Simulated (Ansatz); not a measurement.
# Zr2S: the cost of one run

Program: Ansatz 0.2.0. Level of theory: DFT PBE, scalar-relativistic, plane waves, PAW. These are calculated values, not measurements.

1 further run of the same task is left out (it didn't finish).

### Step 1. The system as given

Symmetry: Pn-3m, No. 224, cubic system. The conventional cell has a = 5.090 Å, b = 5.090 Å, c = 5.090 Å, α = 90.00°, β = 90.00°, γ = 90.00°. Around Zr (site symmetry -3m) lie 2 S at 2.20 Å. S (site symmetry -43m) is surrounded by 4 Zr at 2.20 Å.

As a file:

```xyz
6
Lattice="5.0902 0.0000 0.0000 0.0000 5.0902 0.0000 0.0000 0.0000 5.0902" Properties=species:S:1:pos:R:3 pbc="T T T"
Zr    1.2726    1.2726    3.8177
Zr    3.8177    1.2726    1.2726
Zr    1.2726    3.8177    1.2726
Zr    3.8177    3.8177    3.8177
S     0.0000    0.0000    0.0000
S     2.5451    2.5451    2.5451
```

A structure generator made this guess: species swapped into a database cell of Au2S (Pn-3m, No. 224), with Zr on the Au sites. Its size is a rough estimate.

### Step 2. Probe: one point on a coarse mesh

Input file input.yaml:

```yaml
crystal:
  lattice:
    - [5.0902093, 0.0, 0.0]
    - [0.0, 5.0902093, 0.0]
    - [0.0, 0.0, 5.0902093]
  atoms:
    - { symbol: Zr, position: [0.25, 0.25, 0.75] }
    - { symbol: Zr, position: [0.75, 0.25, 0.25] }
    - { symbol: Zr, position: [0.25, 0.75, 0.25] }
    - { symbol: Zr, position: [0.75, 0.75, 0.75] }
    - { symbol: S, position: [0.0, 0.0, 0.0] }
    - { symbol: S, position: [0.5, 0.5, 0.5] }
basis:
  ecutwfc: 420
kpoints:
  mp_grid: { grid: [4, 4, 4] }
hamiltonian:
  xc: pbe
scf:
  occupations: { method: gaussian, width: 0.1 }
  lower_state_search: "off"
output:
  forces: true
  stress: true
  eigenvalues: true
```

Started as:

```bash
$ ansatz run input.yaml --threads 1 --pin off --max-ram 2560MiB --backend cpu --events-out ev --progress --plain --runs-dir out
```

What time and memory should one allow on 1 thread of Arm Neoverse V1, shared host?

About 3.4 s, with a peak of 0.36 GiB.
